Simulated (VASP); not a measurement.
A run of VASP 6.6.1:

File INCAR:

```
SYSTEM = Mg3Sb2
  PREC = Accurate
  ENCUT = 600
  EDIFF = 1E-6
  ISMEAR = 0
  SIGMA = 0.03
  LREAL = .False.
  LASPH = .True.
  NELM = 80
  ALGO = Normal
  ISIF = 3
  LWAVE = .False.
  LCHARG = .False.
  GGA = PS
  IBRION = 2
  NSW = 90
  EDIFFG = -0.01
  KPAR = 4
```

KPOINTS

```
Automatic mesh
0
Gamma
  9 9 5
  0 0 0
```

POSCAR

```
Mg3Sb2
1.0
    4.5820000000      0.0000000000      0.0000000000
   -2.2910000000      3.9681284001      0.0000000000
    0.0000000000      0.0000000000      7.2440000000
Mg Sb
3 2
Direct
    0.3333333333      0.6666666667      0.6300000000
    0.6666666667      0.3333333333      0.3700000000
    0.0000000000      0.0000000000      0.0000000000
    0.3333333333      0.6666666667      0.2350000000
    0.6666666667      0.3333333333      0.7650000000
```

Potentials or basis: VASP PAW PBE potentials, release 64 (Mg, Sb).

Launch:

```sh
$ cat potpaw_PBE.64/Mg/POTCAR potpaw_PBE.64/Sb/POTCAR > POTCAR
$ mpirun -np 4 vasp_std > vasp.out
```

Hardware: 4 MPI ranks on AMD EPYC 9R45 (Zen 5), with other jobs on the host.

Estimate the wall time of this run.

Run time: 64 s on 4 MPI ranks on AMD EPYC 9R45 (Zen 5), on a shared host, peak memory 0.36 GiB a rank. Counts: scf iterations 42, k points 50, ion steps 6.
